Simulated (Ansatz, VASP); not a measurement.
BN: VASP beside Ansatz

File INCAR:

```
SYSTEM = BN
PREC = Accurate
ENCUT = 520
EDIFF = 1E-6
ISMEAR = -1
SIGMA = 0.02
LREAL = .FALSE.
LASPH = .TRUE.
NELM = 100
ALGO = Normal
ISIF = 2
LWAVE = .FALSE.
LCHARG = .TRUE.
GGA = PE
LELF = .TRUE.
LVHAR = .TRUE.
NBANDS = 16
```

File KPOINTS:

```
regular mesh
0
G
  11 11 4
  0 0 0
```

The input POSCAR:

```
BN
1.0
    2.5039917043     -0.0375598756     -0.0375598756
   -1.2845236586      2.1873003646     -0.0137478686
   -0.0999180000     -0.0999180000      6.6612000000
B N
2 2
Direct
    0.3333333333      0.6666666667      0.2500000000
    0.6666666667      0.3333333333      0.7500000000
    0.3333333333      0.6666666667      0.7500000000
    0.6666666667      0.3333333333      0.2500000000
```

Input for Ansatz:

```yaml
crystal:
  lattice:
    - [2.5039917043, -0.0375598756, -0.0375598756]
    - [-1.2845236586, 2.1873003646, -0.0137478686]
    - [-0.099918, -0.099918, 6.6612]
  atoms:
    - { symbol: B, position: [0.3333333333, 0.6666666667, 0.25] }
    - { symbol: B, position: [0.6666666667, 0.3333333333, 0.75] }
    - { symbol: "N", position: [0.3333333333, 0.6666666667, 0.75] }
    - { symbol: "N", position: [0.6666666667, 0.3333333333, 0.25] }
kpoints:
  mp_grid: { grid: [11, 11, 4] }
  band_path:
    path:
      - [0.0, 0.0, 0.0]
      - [0.0, 0.0, 0.5]
      - [-0.5, 0.5, 0.0]
      - [0.0, 0.0, 0.0]
      - [0.0, -0.5, 0.0]
      - [-0.5, 0.0, 0.5]
      - [0.0, 0.0, 0.0]
      - [-0.5, 0.0, 0.0]
      - [0.0, -0.5, 0.5]
    npoints: 5
scf:
  occupations: { method: fermi_dirac, width: 0.02 }
hamiltonian:
  xc: pbe
  pseudopotentials: { kind: all_electron, lapw: { basis_error: 0.001 } }
output:
  forces: true
  stress: true
  eigenvalues: true
```

Change from the starting cell: equal xy, yz and zx shear strains of -3 %.

Alike in both runs: task single point; functional PBE; k mesh 11 × 11 × 4; occupations fermi-dirac, width 0.02 eV; no spin polarisation.

|  | VASP | Ansatz |
| --- | --- | --- |
| version | VASP 6.6.1 | Ansatz 0.2.0 |
| potentials or method | VASP PAW PBE potentials, release 64 (B, N) | all-electron LAPW, scalar-relativistic |
| plane-wave cutoff (eV) | 520 | see its input |

```tsv
	VASP	Ansatz	Ansatz less VASP
gap on the k mesh at the Fermi level (eV)	4.23	4.23	0.000
pressure (GPa)	3.6	3.5	-0.11
largest component of the traceless stress (GPa)	11.16	11.14	-0.028
rms of the force components (eV/Å)	0.219	0.218	-0.0009
```

Atom by atom the forces differ by 0.001 eV/Å (rms over components). Ansatz ran all-electron here, so the differences hold the error of VASP's frozen core and of both bases.

Caveats: an odd mesh through Γ misses points on the zone boundary, where band edges often lie.
